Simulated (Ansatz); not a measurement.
## rocksalt-structured CaO

Computed with Ansatz (plane waves, PAW, 500 eV cutoff): r²SCAN, scalar-relativistic, no spin polarisation, 8×8×8 k-mesh, Gaussian smearing of 0.05 eV. The datasets are Ansatz's generated set soft_2.

```xyz
2
Lattice="0.0000 2.3974 2.3974 2.3974 0.0000 2.3974 2.3974 2.3974 0.0000" Properties=species:S:1:pos:R:3 pbc="T T T"
Ca    2.3974    2.3974    2.3974
O     0.0000    0.0000    0.0000
```

The compound is reported in the structure type of the start.

Elastic constants come from the stress of slightly strained cells with relaxed atoms, in GPa, Voigt order xx, yy, zz, yz, xz, xy in the Cartesian frame of the vectors above.

```
231.6  59.6  59.6   0.0   0.0   0.0
 59.6 231.6  59.6   0.0   0.0   0.0
 59.6  59.6 231.6   0.0   0.0   0.0
  0.0   0.0   0.0  79.3   0.0   0.0
  0.0   0.0   0.0   0.0  79.3   0.0
  0.0   0.0   0.0   0.0   0.0  79.3
```

Problem. Work out the Voigt, Reuss and Hill moduli.

Solution. Voigt: K = (C11 + C22 + C33 + 2(C12 + C13 + C23))/9 = 117 GPa, G = (C11 + C22 + C33 − C12 − C13 − C23 + 3(C44 + C55 + C66))/15 = 82 GPa. Reuss, from the compliances S = C⁻¹: K = 117 GPa, G = 82 GPa. Hill means: K = 117 GPa, G = 82 GPa.

Problem. And Young's modulus, Poisson's ratio, Pugh's ratio and the anisotropy?

Solution. E = 9KG/(3K + G) = 199 GPa, ν = (3K − 2G)/(6K + 2G) = 0.22, K/G = 1.43 (under the 1.75 that Pugh's rule, made for metals, takes as the line between brittle and ductile), universal anisotropy index 5G_V/G_R + K_V/K_R − 6 = 0.01. The eigenvalues of C are 79, 79, 79, 172, 172, 351 GPa, all positive.

Problem. What sound velocities and Debye temperature follow for a polycrystal?

Solution. With a density of 3.379 g/cm³ (mean mass 28.0 u, 13.78 Å³/atom), K = 116.9 and G = 81.9 GPa from the unrounded constants, v_l = √((K + 4G/3)/ρ) = 8180 m/s and v_t = √(G/ρ) = 4920 m/s. The mean [(1/v_l³ + 2/v_t³)/3]^(−1/3) is 5450 m/s, and θ_D = (ħ/k_B)(6π²/V)^(1/3) v_m ≈ 680 K, with V the volume an atom. This is the low-temperature, elastic estimate.

For a cubic crystal three numbers say it all: C11 = 231.6, C12 = 59.6, C44 = 79.3 GPa. K = (C11 + 2C12)/3 = 116.9 GPa. The two shear moduli are C44 and C′ = (C11 − C12)/2 = 86.0 GPa, so Zener's ratio C44/C′ is 0.92: nearly isotropic. The Cauchy pressure C12 − C44 is -20 GPa; pair forces would make it zero if every atom sat on a centre of inversion, as here, and a negative value is usually read as directional bonding.

The equation of state, an independent route, gives B0 = 117 GPa, against 117 GPa here.

It ran for 12 s on 2 threads of Arm Neoverse V1, on a shared host, peak memory 0.39 GiB.

